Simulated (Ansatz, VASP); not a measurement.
# SiO2: VASP beside Ansatz

File INCAR:

```
PREC     = Accurate       # precision mode
ENCUT    = 520            # plane-wave cutoff, eV
EDIFF    = 1E-7           # SCF threshold, eV
ISMEAR   = 0              # smearing method
SIGMA    = 0.01           # smearing width, eV
LREAL    = F              # projectors in reciprocal space
LASPH    = T              # aspherical terms in the spheres
NELM     = 60             # most SCF steps
ALGO     = Normal         # electronic algorithm
ISIF     = 2              # what is computed and relaxed
LWAVE    = F              # write WAVECAR
LCHARG   = F              # write CHGCAR
GGA      = PE             # functional
NBANDS   = 25             # bands
```

Contents of KPOINTS:

```
Automatic mesh
0
Gamma
  6 6 10
```

File POSCAR:

```
SiO2
1.0
    4.1851887975      0.0000000000      0.0000000000
    0.0000000000      4.1851887975      0.0000000000
    0.0000000000      0.0000000000      2.6688398905
Si O
2 4
Direct
    0.0000000000      0.0000000000      0.0000000000
    0.5000000000      0.5000000000      0.5000000000
    0.3061010089      0.3061010089      0.0000000000
    0.1938989911      0.8061010089      0.5000000000
    0.8061010089      0.1938989911      0.5000000000
    0.6938989911      0.6938989911      0.0000000000
```

Input for Ansatz:

```yaml
crystal:
  lattice:
    - [4.1851887975, 0.0, 0.0]
    - [0.0, 4.1851887975, 0.0]
    - [0.0, 0.0, 2.6688398905]
  atoms:
    - { symbol: Si, position: [0.0, 0.0, 0.0] }
    - { symbol: Si, position: [0.5, 0.5, 0.5] }
    - { symbol: O, position: [0.3061010089, 0.3061010089, 0.0] }
    - { symbol: O, position: [0.1938989911, 0.8061010089, 0.5] }
    - { symbol: O, position: [0.8061010089, 0.1938989911, 0.5] }
    - { symbol: O, position: [0.6938989911, 0.6938989911, 0.0] }
kpoints:
  mp_grid: { grid: [6, 6, 10] }
  band_path:
    path:
      - [0.0, 0.0, 0.0]
      - [0.0, 0.5, 0.0]
      - [0.5, 0.5, 0.0]
      - [0.0, 0.0, 0.5]
      - [0.0, 0.5, 0.5]
      - [0.5, 0.5, 0.5]
    npoints: 1
hamiltonian:
  xc: pbe
scf:
  occupations: { method: fixed }
  n_extra_bands: 5
output:
  forces: true
  stress: true
  eigenvalues: true
```

Alike in both runs: task single point; functional PBE; k mesh 6 × 6 × 10; no spin polarisation.

|  | VASP | Ansatz |
| --- | --- | --- |
| version | VASP 6.6.1 | Ansatz 0.2.0 |
| potentials or method | VASP PAW PBE potentials, release 64 (Si, O) | plane waves, PAW |
| plane-wave cutoff (eV) | 520 | 420 |
| occupations | gaussian, width 0.01 eV | fixed |
| valence electrons in the cell | 32 | 32 |

|  | VASP | Ansatz | Ansatz less VASP |
| --- | --- | --- | --- |
| gap on the k mesh at the Fermi level (eV) | 5.54 | 5.56 | +0.013 |
| pressure (GPa) | 9.8 | 9.6 | -0.17 |
| largest component of the traceless stress (GPa) | 1.25 | 0.81 | -0.439 |
| rms of the force components (eV/Å) | 0.047 | 0.039 | -0.0083 |

Atom by atom the forces differ by 0.008 eV/Å (rms over components).

A k mesh can miss the band edges.
